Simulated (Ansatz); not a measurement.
Runs of Ansatz 0.2.0 on MnO. The structure is cubic, space group Fm-3m (No. 225). The conventional cell has a = 4.448 Å, b = 4.448 Å, c = 4.448 Å, α = 90.00°, β = 90.00°, γ = 90.00°. Mn (site symmetry m-3m) has 6 O at 2.22 Å as nearest neighbours. O (site symmetry m-3m) has 6 Mn at 2.22 Å as nearest neighbours. The cell is a database's computed one.

```tsv
task	level	cell	k mesh	cutoff (eV)	smearing	points for each segment of the path	mesh quality	gap on the mesh (eV)	pressure (GPa)	moment (μB)	relaxed volume (Å³/atom)
single point	PBE	as given	10 × 10 × 10	420	gaussian 0.025 eV	-	not flagged	none	0.2	4.80	-
single point	PBE	as given	10 × 10 × 10	420	gaussian 0.024 eV	-	not flagged	none	0.2	4.80	-
relaxation of cell and atoms	PBE0	relaxed	5 × 5 × 5	420	fermi-dirac 0.05 eV	-	coarse	2.16	0.0	5.00	11.06
single point	PBE	as given	10 × 10 × 10	420	gaussian 0.015 eV	-	not flagged	none	0.2	4.80	-
single point	PBE	as given	10 × 10 × 10	420	gaussian 0.013 eV	-	not flagged	none	0.2	4.80	-
single point	PBE	as given	10 × 10 × 10	420	gaussian 0.023 eV	-	not flagged	none	0.2	4.80	-
relaxation of cell and atoms	PBEsol0	relaxed	5 × 5 × 5	420	fermi-dirac 0.05 eV	-	coarse	2.13	0.0	5.00	(a)
band structure	r2SCAN50	as given	5 × 5 × 5	500	fermi-dirac 0.05 eV	4	coarse	(b)	-3.2	5.00	-
```

Alike in all rows: potentials or basis Ansatz PAW; spin collinear, ferromagnetic start.

**Question.** Fill in the values left out.

**Answer.** (a) 10.74; (b) 5.34.

Caveats: some runs use coarse meshes; a cell with one magnetic atom can't hold antiferromagnetic order, which such compounds often take; semilocal functionals often make such compounds metallic where correlation or magnetic order opens a gap, which also shifts bond lengths (some runs); the magnetic or orbital state may not be the lowest (some runs); the PAW data sets come from PBE, with cores solved anew for the run's functional, which leaves a small shift of forces and pressure (some runs); odd divisions of the mesh miss points on the zone boundary, where band edges often lie, so the gap on the mesh can be too wide (some runs); the plane-wave basis is chosen anew once the cell has moved, so the energies of steps on either side of that aren't comparable (some runs); the k mesh misses the band edges, so the gap on the mesh is wider than the one along the path (some runs).

A gap of «none» marks a metal or a gap under the smearing width.
